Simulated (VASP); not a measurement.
# TePb (Pm-3m) in VASP: density of states with PBE

Aim: the density of states of TePb with PBE.

Everything below comes from runs of VASP 6.6.1. Logs are shortened: lines on timing, memory, paths and dates and some standing lists are left out, and cuts for length are marked.

## 1. Starting point

It takes space group Pm-3m (No. 221, cubic). The conventional cell has a = 4.002 Å, b = 4.002 Å, c = 4.002 Å, α = 90.00°, β = 90.00°, γ = 90.00°. Around Te (site symmetry m-3m) lie 8 Pb at 3.47 Å. Around Pb (site symmetry m-3m) lie 8 Te at 3.47 Å.

Measurements of this composition are mostly on another form, of space group No. 225.

## 2. Density of states, PBE

POSCAR

```
TePb
1.0
    4.0022870000      0.0000000000      0.0000000000
    0.0000000000      4.0022870000      0.0000000000
    0.0000000000      0.0000000000      4.0022870000
Te Pb
1 1
Direct
    0.5000000000      0.5000000000      0.5000000000
    0.0000000000      0.0000000000      0.0000000000
```

INCAR.step1

```
ALGO = Normal
EDIFF = 1E-6
ENCUT = 520
GGA = PE
ISIF = 2
ISMEAR = -1
LASPH = T
LCHARG = T
LREAL = F
LWAVE = F
NBANDS = 17
NELM = 100
PREC = Accurate
SIGMA = 0.08
```

KPOINTS.step1

```
k-points
0
Gamma
  10 10 10
```

INCAR.step2

```
ALGO = Normal
EDIFF = 1E-6
ENCUT = 520
GGA = PE
ICHARG = 11
ISIF = 2
ISMEAR = -5
LASPH = T
LCHARG = F
LORBIT = 11
LREAL = F
LWAVE = F
NEDOS = 1001
NELM = 100
PREC = Accurate
SIGMA = 0.08
```

KPOINTS.step2

```
k-points
0
Gamma
  15 15 15
```

Potentials or basis: VASP PAW PBE potentials, release 64 (Te, Pb_d).

On the command line:

```
> cat potpaw_PBE.64/Te/POTCAR potpaw_PBE.64/Pb_d/POTCAR > POTCAR
> cp INCAR.step1 INCAR
> cp KPOINTS.step1 KPOINTS
> mpirun -np 1 vasp_std > vasp.out
> cp INCAR.step2 INCAR
> cp KPOINTS.step2 KPOINTS
> mpirun -np 1 vasp_std > vasp.out
```

OUTCAR:

```text
EDIFF = 1E-6
   ENCUT = 520
   GGA = PE
   ICHARG = 11
   ISIF = 2
   ISMEAR = -5
   LASPH = T
   LORBIT = 11
   LREAL = F
   NELM = 100
   PREC = Accurate

 ion  position               nearest neighbor table
   1  0.500  0.500  0.500-   2 3.47   2 3.47   2 3.47   2 3.47   2 3.47   2 3.47   2 3.47   2 3.47

   2  0.000  0.000  0.000-   1 3.47   1 3.47   1 3.47   1 3.47   1 3.47   1 3.47   1 3.47   1 3.47

  LATTYP: Found a simple cubic cell.
 ALAT       =     4.0022870000

  Lattice vectors:

 A1 = (   4.0022870000,   0.0000000000,   0.0000000000)
 A2 = (   0.0000000000,   4.0022870000,   0.0000000000)
 A3 = (   0.0000000000,   0.0000000000,   4.0022870000)

Analysis of symmetry for initial positions (statically):
=====================================================================
 Subroutine PRICEL returns:
 Original cell was already a primitive cell.

 Routine SETGRP: Setting up the symmetry group for a
 simple cubic supercell.

 Subroutine GETGRP returns: Found 48 space group operations
 (whereof 48 operations were pure point group operations)
 out of a pool of 48 trial point group operations.

The static configuration has the point symmetry O_h .

Analysis of symmetry for dynamics (positions and initial velocities):
=====================================================================
 Subroutine PRICEL returns:
 Original cell was already a primitive cell.

 Routine SETGRP: Setting up the symmetry group for a
 simple cubic supercell.

 Subroutine GETGRP returns: Found 48 space group operations
 (whereof 48 operations were pure point group operations)
 out of a pool of 48 trial point group operations.

The dynamic configuration has the point symmetry O_h .

 Subroutine INISYM returns: Found 48 space group operations
 (whereof 48 operations are pure point group operations),
 and found     1 'primitive' translations

----------------------------------------------------------------------------------------

                                     Primitive cell

  volume of cell :      64.1098

  direct lattice vectors                    reciprocal lattice vectors
     4.002287000  0.000000000  0.000000000     0.249857144  0.000000000  0.000000000
     0.000000000  4.002287000  0.000000000     0.000000000  0.249857144  0.000000000
     0.000000000  0.000000000  4.002287000     0.000000000  0.000000000  0.249857144

  length of vectors
     4.002287000  4.002287000  4.002287000     0.249857144  0.249857144  0.249857144

  position of ions in fractional coordinates (direct lattice)
     0.500000000  0.500000000  0.500000000
     0.000000000  0.000000000  0.000000000

  ion indices of the primitive-cell ions
   primitive index   ion index
                 1           1
                 2           2

----------------------------------------------------------------------------------------

 KPOINTS: k-points

Automatic generation of k-mesh.
 Grid dimensions read from file:
 generate k-points for:   15   15   15

 Generating k-lattice:

  Cartesian coordinates                     Fractional coordinates (reciprocal lattice)
     0.016657143  0.000000000  0.000000000     0.066666667  0.000000000  0.000000000
     0.000000000  0.016657143  0.000000000     0.000000000  0.066666667  0.000000000
     0.000000000  0.000000000  0.016657143     0.000000000  0.000000000  0.066666667

  Length of vectors
     0.016657143  0.016657143  0.016657143

  Shift w.r.t. Gamma in fractional coordinates (k-lattice)
     0.000000000  0.000000000  0.000000000

 TETIRR: Found   1667 inequivalent tetrahedra from    20250

 Subroutine IBZKPT returns following result:
 ===========================================

 Found    120 irreducible k-points:

 Following reciprocal coordinates:
            Coordinates               Weight
  0.000000  0.000000  0.000000      1.000000
  0.066667  0.000000  0.000000      6.000000
  0.133333  0.000000  0.000000      6.000000
  0.200000  0.000000  0.000000      6.000000
  0.266667  0.000000  0.000000      6.000000
  0.333333  0.000000  0.000000      6.000000
[... 16 lines left out ...]
  0.266667  0.200000  0.000000     24.000000
  0.333333  0.200000  0.000000     24.000000
 [... further k-points ...]
   k-points           NKPTS =    120   k-points in BZ     NKDIM =    120   number of bands    NBANDS=     14
   number of dos      NEDOS =   1001   number of ions     NIONS =      2
   total plane-waves  NPLWV =  27000
   dimension x,y,z NGX =    30 NGY =   30 NGZ =   30
   dimension x,y,z NGXF=    60 NGYF=   60 NGZF=   60
   ions per type =               1   1
   NGX,Y,Z   is equivalent  to a cutoff of  12.46, 12.46, 12.46 a.u.
   NGXF,Y,Z  is equivalent  to a cutoff of  24.92, 24.92, 24.92 a.u.
 SYSTEM =  unknown system
   PREC   = accura    normal or accurate (medium, high low for compatibility)
   ISTART =      0    job   : 0-new  1-cont  2-samecut
   ICHARG =     11    charge: 1-file 2-atom 10-const
   ISPIN  =      1    spin polarized calculation?
   LNONCOLLINEAR =      F non collinear calculations
   LSORBIT =      F    spin-orbit coupling
   LASPH  =      T    aspherical Exc in radial PAW
   ENCUT  =  520.0 eV  38.22 Ry    6.18 a.u.   7.44  7.44  7.44*2*pi/ulx,y,z
   NELM   =    100;   NELMIN=  2; NELMDL=  0     # of ELM steps
   EDIFF  = 0.1E-05   stopping-criterion for ELM
   LREAL  =      F    real-space projection
   EDIFFG = 0.1E-04   stopping-criterion for IOM
   NSW    =      0    number of steps for IOM
   IBRION =     -1    ionic relax: 0-MD 1-quasi-New 2-CG
   NFREE  =      0    steps in history (QN), initial steepest desc. (CG)
   ISIF   =      2    stress and relaxation
   ISYM   =      2    0-nonsym 1-usesym 2-fastsym
   POTIM  = 0.5000    time-step for ionic-motion
   TEBEG  =    0.0;   TEEND  =   0.0 temperature during run
   PSTRESS=    0.0 pullay stress
   NELECT =      20.0000    total number of electrons
   NUPDOWN=      -1.0000    fix difference up-down
   EMIN   =  10.00;   EMAX   =-10.00  energy-range for DOS
   EFERMI =   0.00;   METHOD = LEGACY
   ISMEAR =    -5;   SIGMA  =   0.08  broadening in eV -4-tet -1-fermi 0-gaus
   EFERMI_NEDOS =   21; number of points for ismear=-14 and -15
   IALGO  =     38    algorithm
   IMIX   =      4    mixing-type and parameters
     AMIX     =   0.40;   BMIX     =  1.00
     AMIX_MAG =   1.60;   BMIX_MAG =  1.00
  volume/ion in A,a.u.               =      32.05       216.32
  Fermi-wavevector in a.u.,A,eV,Ry     =   1.110307  2.098177 16.773027  1.232783
  Thomas-Fermi vector in A             =   2.246857
   LORBIT       =     11    0 simple, 1 ext, 2 COOP (PROOUT), +10 PAW based schemes
   GGA     = PE    functional components
   LHFCALC =     F    Hartree Fock is set to
   AEXX    =    0.0000 exact exchange contribution
   IVDW    =     0    specifies the selected vdW correction
   LEPSILON=     F    determine dielectric tensor
   LRPA    =     F    only Hartree local field effects (RPA)
 non-spin polarized calculation
 Fermi weights with tetrahedron method with Bloechl corrections
  energy-cutoff  :      520.00
  volume of cell :       64.11
 maximum number of plane-waves:      1755
 NGX is ok and might be reduce to    30

 number of electron      20.0000009 magnetization

 Free energy of the ion-electron system (eV)
  ---------------------------------------------------
  ext. energy  EPLUGINS =         0.00000000
  ---------------------------------------------------
  free energy    TOTEN  =        -7.06721936 eV

  energy without entropy =       -7.06721936  energy(sigma->0) =       -7.06721936

 E-fermi :   6.2579     XC(G=0):  -9.6861

 val. band max:        6.3125749678   @ k =   0.4667   0.2000   0.0000
 cond. band min:       6.1144144931   @ k =   0.4000   0.4000   0.4000
 fundamental gap:     -0.1981604747
 Fermi energy:         6.2578956305

 k-point     1 :       0.0000    0.0000    0.0000
  band No.  band energies     occupation
      1     -10.7539      2.00000
      2     -10.7539      2.00000
      3     -10.6732      2.00000
      4     -10.6732      2.00000
      5     -10.6732      2.00000
      6      -5.7866      2.00000
      7      -0.3945      2.00000
      8       4.8082      2.00000
      9       4.8082      2.00000
     10       4.8082      2.00000
     11      10.3931      0.00000
     12      10.3931      0.00000
     13      11.6243      0.00000
     14      11.6243      0.00000

 k-point     2 :       0.0667    0.0000    0.0000
  band No.  band energies     occupation
      1     -10.7537      2.00000
      2     -10.7509      2.00000
      3     -10.6743      2.00000
      4     -10.6743      2.00000
      5     -10.6731      2.00000
      6      -5.7512      2.00000
      7      -0.4684      2.00000
      8       4.7667      2.00000
      9       4.8480      2.00000
     10       4.8480      2.00000
     11      10.4252      0.00000
     12      10.5430      0.00000
     13      11.4152      0.00000
     14      11.5062      0.00000
[... 343 lines left out ...]
      1     -10.7375      2.00000
      2     -10.7044      2.00000
      3     -10.7000      2.00000
      4     -10.6860      2.00000
      5     -10.6802      2.00000
      6      -4.9520      2.00000
      7      -1.5089      2.00000
      8       3.3054      2.00000
      9       5.6842      2.00000
     10       5.8909      2.00000
     11       7.6401      0.00000
     12       9.9737      0.00000
     13      10.6462      0.00000
     14      12.2948      0.00000

 k-point    24 :       0.3333    0.2000    0.0000
  band No.  band energies     occupation
      1     -10.7358      2.00000
      2     -10.7064      2.00000
      3     -10.6915      2.00000
      4     -10.6907      2.00000
      5     -10.6796      2.00000
      6      -4.6957      2.00000
      7      -1.8107      2.00000
      8       3.3006      2.00000
      9       5.4544      2.00000
     10       5.9305      2.00038
     11       7.7073      0.00000
     12       9.6114      0.00000
     13      10.2329      0.00000
     14      12.5444      0.00000

 [... further k-points ...]

------------------------ aborting loop because EDIFF is reached ----------------------------------------

  FORCE on cell =-STRESS in cart. coord.  units (eV):
  Direction    XX          YY          ZZ          XY          YZ          ZX
  --------------------------------------------------------------------------------------
  -------------------------------------------------------------------------------------
  Total       -0.1045375     -0.1045375     -0.1045375      0.0000000      0.0000000      0.0000000
  in kB       -2.6125105     -2.6125105     -2.6125105      0.0000000      0.0000000      0.0000000
  external PRESSURE =      -2.6125105 kB  Pullay stress =       0.0000000 kB

 VOLUME and BASIS-vectors are now :
 -----------------------------------------------------------------------------
  energy-cutoff  :      520.00
  volume of cell :       64.11
      direct lattice vectors                 reciprocal lattice vectors
     4.002287000  0.000000000  0.000000000     0.249857144  0.000000000  0.000000000
     0.000000000  4.002287000  0.000000000     0.000000000  0.249857144  0.000000000
     0.000000000  0.000000000  4.002287000     0.000000000  0.000000000  0.249857144

 POSITION                                       TOTAL-FORCE (eV/Angst)
 -----------------------------------------------------------------------------------
      2.00114      2.00114      2.00114         0.000000      0.000000      0.000000
      0.00000      0.00000      0.00000         0.000000      0.000000      0.000000
 -----------------------------------------------------------------------------------
    total drift:                                0.000000     -0.000000     -0.000000

  FREE ENERGIE OF THE ION-ELECTRON SYSTEM (eV)
  ---------------------------------------------------
  free  energy   TOTEN  =        -7.0672193550 eV

  energy  without entropy=       -7.0672193550  energy(sigma->0) =       -7.06721936

 total charge

# of ion       s       p       d       tot
------------------------------------------
    1        1.396   1.945   0.019   3.360
    2        1.461   0.525   9.826  11.812
--------------------------------------------------
tot          2.857   2.470   9.845  15.172
```

Run time: 39 s. Hardware: 1 thread of Intel Xeon 6975P-C (Granite Rapids), shared host; peak memory 0.25 GiB.

What came out:

```
Valence electrons inside the program's atomic spheres : Te 3.36; Pb 11.81
```

States per cell in windows of 1 eV (zero at the Fermi level; states under -8 eV left out):
| from (eV) | total | Te1_p | Pb2_p | Pb2_s | Te1_d | Te1_s | Pb2_d |
| --- | --- | --- | --- | --- | --- | --- | --- |
| -8.0 | 1.14 | 0.02 | 0.00 | 0.68 | 0.00 | 0.11 | 0.00 |
| -7.0 | 0.03 | 0.00 | 0.00 | 0.01 | 0.00 | 0.01 | 0.00 |
| -6.0 | 0.00 | 0.00 | 0.00 | 0.00 | 0.00 | 0.00 | 0.00 |
| -5.0 | 0.08 | 0.02 | 0.01 | 0.00 | 0.00 | 0.00 | 0.00 |
| -4.0 | 1.29 | 0.32 | 0.14 | 0.02 | 0.00 | 0.01 | 0.01 |
| -3.0 | 1.51 | 0.41 | 0.15 | 0.06 | 0.00 | 0.02 | 0.01 |
| -2.0 | 1.43 | 0.48 | 0.10 | 0.06 | 0.00 | 0.02 | 0.01 |
| -1.0 | 1.70 | 0.67 | 0.10 | 0.05 | 0.01 | 0.01 | 0.01 |
| 0.0 | 0.55 | 0.10 | 0.12 | 0.00 | 0.01 | 0.00 | 0.00 |
| 1.0 | 1.22 | 0.14 | 0.35 | 0.01 | 0.02 | 0.03 | 0.01 |
| 2.0 | 1.64 | 0.25 | 0.49 | 0.01 | 0.03 | 0.03 | 0.01 |
| 3.0 | 1.88 | 0.29 | 0.67 | 0.01 | 0.02 | 0.01 | 0.01 |
| 4.0 | 0.82 | 0.15 | 0.24 | 0.00 | 0.02 | 0.00 | 0.01 |
| 5.0 | 0.37 | 0.01 | 0.02 | 0.00 | 0.04 | 0.00 | 0.01 |
| 6.0 | 0.66 | 0.04 | 0.01 | 0.00 | 0.09 | 0.01 | 0.02 |
| 7.0 | 0.56 | 0.03 | 0.01 | 0.00 | 0.07 | 0.02 | 0.02 |

Caveat: tetrahedron occupations give inexact forces and stress in metals. Spin-orbit coupling is left out, which matters for the levels of Pb, Te.
